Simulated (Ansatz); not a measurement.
Calculated 177Hf nuclear quadrupole resonance for HfO2 under strain

Cell: a COD entry, relaxed with PBE at fixed cell and then changed (z stretched by 1 %, ions relaxed).

```
CELL_PARAMETERS angstrom
5.11800 0.00000 0.00000
0.00000 5.18570 0.00000
-0.85866 0.00000 5.26601
ATOMIC_POSITIONS crystal
Hf 0.27648 0.04229 0.20850
Hf 0.72352 0.54229 0.29150
Hf 0.72352 0.95771 0.79150
Hf 0.27648 0.45771 0.70850
O 0.44704 0.75783 0.47788
O 0.55296 0.25783 0.02212
O 0.55296 0.24217 0.52212
O 0.44704 0.74217 0.97788
O 0.06958 0.33240 0.34564
O 0.93042 0.83240 0.15436
O 0.93042 0.66760 0.65436
O 0.06958 0.16760 0.84564
```

Atoms are numbered from 1 in the order listed; like atoms form one site, named after its first atom.

Method: Kohn–Sham DFT in Ansatz, PBE, plane waves and PAW, scalar-relativistic, 420 eV cutoff, Γ-centred 6×6×6 k-points, Fermi–Dirac smearing 0.02 eV.

177Hf: I = 7/2, Q = 3365 mb (year-2017 value). Static lattice, zero field.

(1) The simulated lines lie at 75.4, 131.6, 200.3 MHz. What are |C_Q|, η and |V_zz| at Hf?

Results:

(1) For I = 7/2 and η = 0 the lines are |C_Q|/14 times 1, 2 and 3; η shifts the lowest up most. Here |C_Q| = 938 MHz, η = 0.19 and |V_zz| = 11.53 × 10²¹ V/m². The calculation gives V_zz positive; the lines don't show the sign. The site has 7 O at 2.04–2.26 Å.

Without spin–orbit coupling the gradients at and beside Hf can be off by some per cent, at some sites by more.

The relaxation (5 steps) took 60 s of wall time (3.6 min of CPU time) and 1.3 GiB at its peak, on 4 threads of Intel Xeon Platinum 8375C CPU @ 2.90GHz (Ice Lake) (x86_64; 16 cores open to the job, memory cap 8.0 GiB, no GPU), a shared host with a load of 0.6 a core.
